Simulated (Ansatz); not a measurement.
**Cobalt, fcc under RPBE: from relaxation to bulk modulus**

What does RPBE give for cobalt in the fcc structure? We relax it, solve it on a dense k-mesh, then scale the cell to 7 volumes from 88 to 112 % of the relaxed one and try a fit of the equation of state. Spin polarisation is left out, though the real metal is magnetic, so this state lies above the ground state. The k-meshes are 15×15×15 for the relaxation; 25×25×25 for the dense run; 17×17×17 for the volumes.

This is Co in the fcc structure; at room conditions it is hcp.

Program: Ansatz 0.2.0. Level of theory: DFT RPBE, plane waves (420 eV) with PAW, scalar-relativistic; the PAW data stem from PBE, with regenerated cores. These are calculated values, not measurements.

## (1) The system as given

It takes space group Fm-3m (No. 225, cubic). The conventional cell has a = 3.538 Å, b = 3.538 Å, c = 3.538 Å, α = 90.00°, β = 90.00°, γ = 90.00°. Around Co (site symmetry m-3m) lie 12 Co at 2.50 Å.

Coordinates:

```xyz
1
Lattice="0.0000 1.7691 1.7691 1.7691 0.0000 1.7691 1.7691 1.7691 0.0000" Properties=species:S:1:pos:R:3 pbc="T T T"
Co    0.0000    0.0000    0.0000
```

## (2) Geometry optimisation

File input.yaml:

```yaml
crystal:
  lattice:
    - [0.0, 1.7691019796, 1.7691019796]
    - [1.7691019796, 0.0, 1.7691019796]
    - [1.7691019796, 1.7691019796, 0.0]
  atoms:
    - { symbol: Co, position: [0.0, 0.0, 0.0] }
hamiltonian:
  xc: rpbe
  pseudopotentials:
    kind: paw
    azcp:
      Co: "pseudopotentials/Co.paw.azcp"
basis:
  ecutwfc: 420
  fft_grid_basis: typed
kpoints:
  mp_grid: { grid: [15, 15, 15], shift: [0, 0, 0] }
magnetization:
  spin_polarized: false
scf:
  occupations: { method: fermi_dirac, width: 0.1 }
relax:
  max_steps: 60
  f_tol: 0.01
  cell: {}
```

Command:

```console
$ ansatz run input.yaml --threads 2 --pin off --max-ram 5120MiB --backend cpu --events-out ev --progress --plain --runs-dir out
```

After this run come: The energy on a finer k-mesh; At 88 % of the relaxed volume; At 92 % of the relaxed volume; At 96 % of the relaxed volume; At 100 % of the relaxed volume; At 104 % of the relaxed volume; At 108 % of the relaxed volume; At 112 % of the relaxed volume.

Before running it: what results should come out? Wanted: space group; conventional cell; volume; shortest distance; gap on the mesh; relative to hcp, ferromagnetic; V₀, B₀, B₀′.

**Answer**, as computed:

| quantity | value |
| --- | --- |
| space group (spins left aside) | Fm-3m (No. 225) |
| conventional cell | a = 3.486 Å |
| volume | 10.587 Å³/atom |
| shortest distance | 2.465 Å |
| gap on the mesh | none (levels filled in part) |
| relative to hcp, ferromagnetic | +237 meV/atom |
| V₀, B₀, B₀′ | 10.547 Å³/atom, 236 GPa, 4.8 |

**Reading.** From the guessed start the volume shrank by 4.4 % in 5 steps. It lies 237 meV/atom above the element's reference form at the same level (hcp, ferromagnetic, from a run of its own); part of this is magnetic energy, as this run has no moments. No gap shows: it is a metal or semimetal at this level. B₀ comes out at 236 GPa. The symmetry was held, so the structure may be unstable against distortions that break it.
